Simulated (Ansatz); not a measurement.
## SiO2 (P6_422), comparing deformations

All numbers below come from Ansatz, DFT r2SCAN, scalar-relativistic, plane waves, PAW. The runs took a 500 eV cutoff, a Γ-centred 6×6×4 mesh and Gaussian smearing (0.05 eV). No spin polarisation. Energies are free energies at this smearing, counted from the undisturbed cell; pressure is positive in compression.

The starting cell (relaxed at this level; this form isn't the usual structure):

```
Si O
1.0
     5.05968    0.00000    0.00000
    -2.52984    4.38181    0.00000
     0.00000    0.00000    5.54109
Si O
3 6
Cartesian
  -1.2649 2.1909 1.8470
  1.2649 2.1909 3.6941
  2.5298 0.0000 0.0000
  0.9493 3.4693 4.6176
  2.5298 2.5568 2.7705
  3.4792 0.9125 0.9235
  1.5805 0.9125 4.6176
  0.0000 1.8250 2.7705
  -0.9493 3.4693 0.9235
```

The cell is strained by ε times a Voigt pattern (xx, yy, zz, yz, xz, xy; engineering shear) with fractional coordinates fixed. τ = (1/V0) dE/dε comes from the stress tensor. Of each scan, only the three points used here are listed.

| pattern | ε | τ (GPa) |
| --- | --- | --- |
| (1, 1, 0, 0, 0, 0) | -0.0150 | -12.56 |
| (1, 1, 0, 0, 0, 0) | 0.0000 | 0.06 |
| (1, 1, 0, 0, 0, 0) | 0.0150 | 11.67 |
| (0, 0, 1, 0, 0, 0) | -0.0150 | -3.64 |
| (0, 0, 1, 0, 0, 0) | 0.0000 | 0.03 |
| (0, 0, 1, 0, 0, 0) | 0.0150 | 3.61 |

Problem. Which constants do the scans give, and which deformation costs least for the same size of strain tensor?

Solution. The slope dτ/dε at zero (parabola through three points) is pᵀCp: (1, 1, 0, 0, 0, 0) gives C11 + C22 + 2 C12 = 807 GPa; (0, 0, 1, 0, 0, 0) gives C33 = 242 GPa. The size of the strain tensor, ε:ε, is ε² times 2.0, 1.0. Per unit of it the stiffnesses are 404, 242 GPa, so (0, 0, 1, 0, 0, 0) is the softest of these: at ε:ε = (1 %)² the quadratic term costs 1.03 meV/atom against 1.72 for the stiffest. These are clamped-ion values.

Forces appear on the atoms along this scan, and letting them relax would lower the energy and soften the response.